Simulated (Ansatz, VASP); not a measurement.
One calculation of Zn, two programs

Contents of INCAR:

```
ALGO = Normal ; EDIFF = 1E-6
ENCUT = 520 ; GGA = PE
ISIF = 2 ; ISMEAR = 0
LASPH = True ; LCHARG = False
LREAL = False ; LWAVE = False
NBANDS = 12 ; NELM = 80
PREC = Accurate ; SIGMA = 0.1
```

KPOINTS

```
k-points
0
Gamma
  18 18 18
```

Contents of POSCAR:

```
Zn
1.0
    0.0000000000      1.9036093522      1.9036093522
    1.9036093522      0.0000000000      1.9036093522
    1.9036093522      1.9036093522      0.0000000000
Zn
1
Direct
    0.0000000000      0.0000000000      0.0000000000
```

Input for Ansatz:

```yaml
crystal:
  lattice:
    - [0.0, 1.9036093522, 1.9036093522]
    - [1.9036093522, 0.0, 1.9036093522]
    - [1.9036093522, 1.9036093522, 0.0]
  atoms:
    - { symbol: Zn, position: [0.0, 0.0, 0.0] }
basis:
  ecutwfc: 420
kpoints:
  mp_grid: { grid: [18, 18, 18] }
hamiltonian:
  xc: pbe
scf:
  occupations: { method: gaussian, width: 0.1 }
output:
  forces: true
  stress: true
  eigenvalues: true
```

Alike in both runs: task single point; functional PBE; k mesh 18 × 18 × 18; occupations gaussian, width 0.1 eV; no spin polarisation.

```csv
,VASP,Ansatz
version,VASP 6.6.1,Ansatz 0.2.0
potentials or method,"VASP PAW PBE potentials, release 64 (Zn)","scalar-relativistic, plane waves, PAW"
plane-wave cutoff (eV),520,420
valence electrons in the cell,12,12
```

|  | VASP | Ansatz | Ansatz less VASP |
| --- | --- | --- | --- |
| gap on the k mesh at the Fermi level (eV) | none | none | - |
| pressure (GPa) | 8.7 | 8.2 | -0.57 |

A gap of «none» marks a metal or a gap that the smearing closes.
